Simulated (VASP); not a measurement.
# SiO2 (Stishovite) (P4_2/mnm) in VASP: a series of runs

One crystal, SiO2 (Stishovite), is run at these levels: PBE; tasks: relaxation of cell and atoms.

Everything below comes from runs of VASP 6.6.1. Logs are shortened: lines on timing, memory, paths and dates and some standing lists are left out, and cuts for length are marked.

## (1) The structure

It takes space group P4_2/mnm (No. 136, tetragonal). Conventional cell: a = 4.177 Å, b = 4.177 Å, c = 2.665 Å, α = 90.00°, β = 90.00°, γ = 90.00°. Around Si (site symmetry mmm) lie 6 O at 1.76 to 1.81 Å. O (site symmetry m2m) has 3 Si at 1.76 to 1.81 Å as nearest neighbours.

## (2) Relaxation of cell and atoms, PBE

Contents of INCAR:

```
SYSTEM = SiO2
PREC     = Accurate       ! precision mode
ENCUT    = 300            ! plane-wave cutoff, eV
EDIFF    = 1E-6           ! SCF threshold, eV
ISMEAR   = 0              ! smearing method
SIGMA    = 0.03           ! smearing width, eV
LREAL    = .FALSE.        ! projectors in reciprocal space
LASPH    = .TRUE.         ! aspherical terms in the spheres
NELM     = 80             ! most SCF steps
ALGO     = Normal         ! electronic algorithm
ISIF     = 3              ! what is computed and relaxed
LWAVE    = .FALSE.        ! write WAVECAR
LCHARG   = .FALSE.        ! write CHGCAR
GGA      = PE             ! functional
IBRION   = 2              ! ionic algorithm
NSW      = 90             ! ionic steps
EDIFFG   = -0.01          ! ionic threshold
KPAR     = 2
```

Contents of KPOINTS:

```
Automatic mesh
0
G
  4 4 5
  0 0 0
```

Contents of POSCAR:

```
SiO2
1.0
    4.1773000000      0.0000000000      0.0000000000
    0.0000000000      4.1773000000      0.0000000000
    0.0000000000      0.0000000000      2.6652000000
Si O
2 4
Direct
    0.0000000000      0.0000000000      0.0000000000
    0.5000000000      0.5000000000      0.5000000000
    0.3059000000      0.3059000000      0.0000000000
    0.1941000000      0.8059000000      0.5000000000
    0.6941000000      0.6941000000      0.0000000000
    0.8059000000      0.1941000000      0.5000000000
```

Potentials or basis: VASP PAW PBE potentials, release 64 (Si, O_s).

Run with:

```bash
> cat potpaw_PBE.64/Si/POTCAR potpaw_PBE.64/O_s/POTCAR > POTCAR
> mpirun -np 2 vasp_std > vasp.out
```

OUTCAR:

```text
SYSTEM = SiO2
   PREC = Accurate
   ENCUT = 300
   EDIFF = 1E-6
   ISMEAR = 0
   LREAL = .FALSE.
   LASPH = .TRUE.
   NELM = 80
   ISIF = 3
   GGA = PE
   IBRION = 2
   NSW = 90
   EDIFFG = -0.01

 ion  position               nearest neighbor table
   1  0.000  0.000  0.000-   4 1.76   6 1.76   4 1.76   6 1.76   5 1.81   3 1.81
   2  0.500  0.500  0.500-   3 1.76   5 1.76   3 1.76   5 1.76   4 1.81   6 1.81
   3  0.306  0.306  0.000-   2 1.76   2 1.76   1 1.81
   4  0.194  0.806  0.500-   1 1.76   1 1.76   2 1.81
   5  0.694  0.694  0.000-   2 1.76   2 1.76   1 1.81
   6  0.806  0.194  0.500-   1 1.76   1 1.76   2 1.81

  LATTYP: Found a simple tetragonal cell.
 ALAT       =     4.1773000000
 C/A-ratio  =     0.6380197735

  Lattice vectors:

 A1 = (   4.1773000000,   0.0000000000,   0.0000000000)
 A2 = (   0.0000000000,   4.1773000000,   0.0000000000)
 A3 = (   0.0000000000,   0.0000000000,   2.6652000000)

Analysis of symmetry for initial positions (statically):
=====================================================================
 Subroutine PRICEL returns:
 Original cell was already a primitive cell.

 Routine SETGRP: Setting up the symmetry group for a
 simple tetragonal supercell.

 Subroutine GETGRP returns: Found 16 space group operations
 (whereof  8 operations were pure point group operations)
 out of a pool of 16 trial point group operations.

The static configuration has the point symmetry D_2h.
 The point group associated with its full space group is D_4h.

Analysis of symmetry for dynamics (positions and initial velocities):
=====================================================================
 Subroutine PRICEL returns:
 Original cell was already a primitive cell.

 Routine SETGRP: Setting up the symmetry group for a
 simple tetragonal supercell.

 Subroutine GETGRP returns: Found 16 space group operations
 (whereof  8 operations were pure point group operations)
 out of a pool of 16 trial point group operations.

The dynamic configuration has the point symmetry D_2h.
 The point group associated with its full space group is D_4h.

 Subroutine INISYM returns: Found 16 space group operations
 (whereof  8 operations are pure point group operations),
 and found     1 'primitive' translations

----------------------------------------------------------------------------------------

                                     Primitive cell

  volume of cell :      46.5073

  direct lattice vectors                    reciprocal lattice vectors
[... 80 lines left out ...]
   ISTART =      0    job   : 0-new  1-cont  2-samecut
   ICHARG =      2    charge: 1-file 2-atom 10-const
   ISPIN  =      1    spin polarized calculation?
   LNONCOLLINEAR =      F non collinear calculations
   LSORBIT =      F    spin-orbit coupling
   LASPH  =      T    aspherical Exc in radial PAW
   ENCUT  =  300.0 eV  22.05 Ry    4.70 a.u.   5.90  5.90  3.76*2*pi/ulx,y,z
   NELM   =     80;   NELMIN=  2; NELMDL= -5     # of ELM steps
   EDIFF  = 0.1E-05   stopping-criterion for ELM
   LREAL  =      F    real-space projection
   EDIFFG = -.1E-01   stopping-criterion for IOM
   NSW    =     90    number of steps for IOM
   IBRION =      2    ionic relax: 0-MD 1-quasi-New 2-CG
   NFREE  =      1    steps in history (QN), initial steepest desc. (CG)
   ISIF   =      3    stress and relaxation
   ISYM   =      2    0-nonsym 1-usesym 2-fastsym
   POTIM  = 0.5000    time-step for ionic-motion
   TEBEG  =    0.0;   TEEND  =   0.0 temperature during run
   PSTRESS=    0.0 pullay stress
   NELECT =      32.0000    total number of electrons
   NUPDOWN=      -1.0000    fix difference up-down
   EMIN   =  10.00;   EMAX   =-10.00  energy-range for DOS
   EFERMI =   0.00;   METHOD = LEGACY
   ISMEAR =     0;   SIGMA  =   0.03  broadening in eV -4-tet -1-fermi 0-gaus
   EFERMI_NEDOS =   21; number of points for ismear=-14 and -15
   IALGO  =     38    algorithm
   IMIX   =      4    mixing-type and parameters
     AMIX     =   0.40;   BMIX     =  1.00
     AMIX_MAG =   1.60;   BMIX_MAG =  1.00
  volume/ion in A,a.u.               =       7.75        52.31
  Fermi-wavevector in a.u.,A,eV,Ry     =   1.445277  2.731178 28.420200  2.088826
  Thomas-Fermi vector in A             =   2.563477
   LORBIT       =      0    0 simple, 1 ext, 2 COOP (PROOUT), +10 PAW based schemes
   GGA     = PE    functional components
   LHFCALC =     F    Hartree Fock is set to
   AEXX    =    0.0000 exact exchange contribution
   IVDW    =     0    specifies the selected vdW correction
   LEPSILON=     F    determine dielectric tensor
   LRPA    =     F    only Hartree local field effects (RPA)
 conjugate gradient relaxation of ions
 non-spin polarized calculation
 Gauss-broadening in eV      SIGMA  =   0.03
  energy-cutoff  :      300.00
  volume of cell :       46.51
 maximum number of plane-waves:       568
 NGX is ok and might be reduce to    24
   NGX = 11   NGY = 11   NGZ =  7

--------------------------------------- Ionic step        1  -------------------------------------------

 number of electron      31.9999993 magnetization

 Free energy of the ion-electron system (eV)
  ---------------------------------------------------
  ext. energy  EPLUGINS =         0.00000000
  ---------------------------------------------------
  free energy    TOTEN  =       -46.12889238 eV

  energy without entropy =      -46.12889238  energy(sigma->0) =      -46.12889238

------------------------ aborting loop because EDIFF is reached ----------------------------------------

  FORCE on cell =-STRESS in cart. coord.  units (eV):
  Direction    XX          YY          ZZ          XY          YZ          ZX
  --------------------------------------------------------------------------------------
  -------------------------------------------------------------------------------------
  Total        2.5231586      2.5231586      3.7474804      0.0000000      0.0000000      0.0000000
  in kB       86.9228578     86.9228578    129.1007660      0.0000000      0.0000000      0.0000000
  external PRESSURE =     100.9821605 kB  Pullay stress =       0.0000000 kB
[... 187 lines left out ...]
--------------------------------------- Ionic step        6  -------------------------------------------

 number of electron      32.0000026 magnetization

 Free energy of the ion-electron system (eV)
  ---------------------------------------------------
  ext. energy  EPLUGINS =         0.00000000
  ---------------------------------------------------
  free energy    TOTEN  =       -46.17194655 eV

  energy without entropy =      -46.17194655  energy(sigma->0) =      -46.17194655

 E-fermi :   8.5425     XC(G=0): -12.1470

 val. band max:        8.3867775287   @ k =   0.0000   0.0000   0.0000
 cond. band min:      13.4773364726   @ k =   0.0000   0.0000   0.0000
 fundamental gap:      5.0905589439
 Fermi energy:         8.5424736837

 k-point     1 :       0.0000    0.0000    0.0000
  band No.  band energies     occupation
      1     -13.9373      2.00000
      2     -10.4198      2.00000
      3     -10.4198      2.00000
      4     -10.1855      2.00000
      5      -2.3780      2.00000
      6       2.0779      2.00000
[... 436 lines left out ...]
  FREE ENERGIE OF THE ION-ELECTRON SYSTEM (eV)
  ---------------------------------------------------
  free  energy   TOTEN  =       -46.1719465549 eV

  energy  without entropy=      -46.1719465549  energy(sigma->0) =      -46.17194655

 reached required accuracy - stopping structural energy minimisation
```

Wall time 9.2 s (2 MPI ranks of Intel Xeon Platinum 8488C (Sapphire Rapids), shared host); peak memory 0.12 GiB.

The run converged, but some of its settings lie outside the range that counts as converged, so its numbers aren't taken as properties of the crystal.

Results:

* Free energy: -46.1719 eV
* Relaxed volume: 7.97 Å³/atom
* Relaxed cell: a = 4.209 Å, b = 4.209 Å, c = 2.699 Å, α = 90.00°, β = 90.00°, γ = 90.00°
* Space group after relaxing (to 0.05 Å): P4_2/mnm (No. 136)
* Energy gained by relaxing: 7.2 meV/atom
* Ionic steps: 6
* Band gap on the k mesh: 5.09 eV, direct

Caveat: the k mesh is coarse (spacing up to 0.47 Å⁻¹), so the values aren't converged; the cutoff is under 1.25 times the usual one of these potentials, so pressure, stress and relaxed cells hold a basis-set (Pulay) error.

## (3) Relaxation of cell and atoms, PBE

This run uses another cell than the first one, of 7.97 Å³/atom, 1.028 times its volume.

INCAR: that of step 2 with these lines changed.

```diff
@@ -3,3 +3,3 @@
 ENCUT    = 300            ! plane-wave cutoff, eV
-EDIFF    = 1E-6           ! SCF threshold, eV
+EDIFF    = 1E-7           ! SCF threshold, eV
 ISMEAR   = 0              ! smearing method
@@ -16,3 +16,3 @@
 NSW      = 90             ! ionic steps
-EDIFFG   = -0.01          ! ionic threshold
+EDIFFG   = -0.005         ! ionic threshold
 KPAR     = 2
```

KPOINTS is that of step 2.

Contents of POSCAR:

```
SiO2                                    
1.0
    4.2092365704     -0.0000000000      0.0000000000
    0.0000000000      4.2092365704      0.0000000000
    0.0000000000      0.0000000000      2.6987271171
  Si              O             
     2     4
Direct
     0.0000000000000000    0.0000000000000000    0.0000000000000000
     0.5000000000000000    0.5000000000000000    0.5000000000000000
     0.3058403770437584    0.3058403770437584    0.0000000000000000
     0.1941596229562415    0.8058403770437584    0.5000000000000000
     0.6941596229562416    0.6941596229562416    0.0000000000000000
     0.8058403770437584    0.1941596229562415    0.5000000000000000
```

Potentials or basis: VASP PAW PBE potentials, release 64 (Si, O_s).

Run with:

```bash
> cat potpaw_PBE.64/Si/POTCAR potpaw_PBE.64/O_s/POTCAR > POTCAR
> mpirun -np 2 vasp_std > vasp.out
```

It took 7.4 s on 2 MPI ranks of Intel Xeon Platinum 8488C (Sapphire Rapids), shared host; peak memory 0.12 GiB.

These settings aren't checked as converged: the numbers below hold their error.

What came out:

| Quantity | Value |
| --- | --- |
| Free energy | -46.1961 eV |
| Relaxed volume | 7.99 Å³/atom |
| Relaxed cell | a = 4.214 Å, b = 4.214 Å, c = 2.699 Å, α = 90.00°, β = 90.00°, γ = 90.00° |
| Space group after relaxing (to 0.05 Å) | P4_2/mnm (No. 136) |
| Energy gained by relaxing | 0.0 meV/atom |
| Ionic steps | 4 |
| Band gap on the k mesh | 5.05 eV, direct |

Caveat: the k mesh is coarse (spacing up to 0.47 Å⁻¹), so the values aren't converged; the cutoff is under 1.25 times the usual one of these potentials, so pressure, stress and relaxed cells hold a basis-set (Pulay) error.
